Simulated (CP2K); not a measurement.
Crystal: Se.

```xyz
3
Lattice="4.3662 0.0000 0.0000 -2.1831 3.7812 0.0000 0.0000 0.0000 4.9536" Properties=species:S:1:pos:R:3 pbc="T T T"
Se    1.6910    2.9289    0.0000
Se   -0.4921    0.8523    3.3024
Se    0.9841    0.0000    1.6512
```

Base run:

```yaml
Program: CP2K 2026.2
Functional: PBE
Potentials_or_basis: GTH_POTENTIALS Se GTH-PBE-q6; DZVP-MOLOPT-SR-GTH basis
Density_cutoff: 6123 eV
k_mesh: 7 × 7 × 6
Occupations: fermi-dirac, width 0.05 eV
Spin: no spin polarisation
```

Its results: band gap on the k mesh 1.21 eV, indirect (least direct gap 1.47 eV); pressure 3.6 GPa; largest force 0.609 eV/Å.

Question: The run is repeated on the same cell with these changes: functional from PBE to r2SCAN; density cutoff from 6123 eV to 9184 eV; cutoff of the grids from 450 Ry to 675 Ry. What comes out?

Answer: Band gap on the k mesh 1.40 eV, indirect (least direct gap 1.65 eV); pressure 2.5 GPa; largest force 0.429 eV/Å.

Caveats: the mesh misses the band edges, which the band path finds closer together; the basis of atomic orbitals isn't converged, which shifts pressures, moduli and gaps; the potentials were made for another functional, which shifts forces and pressure (some runs).
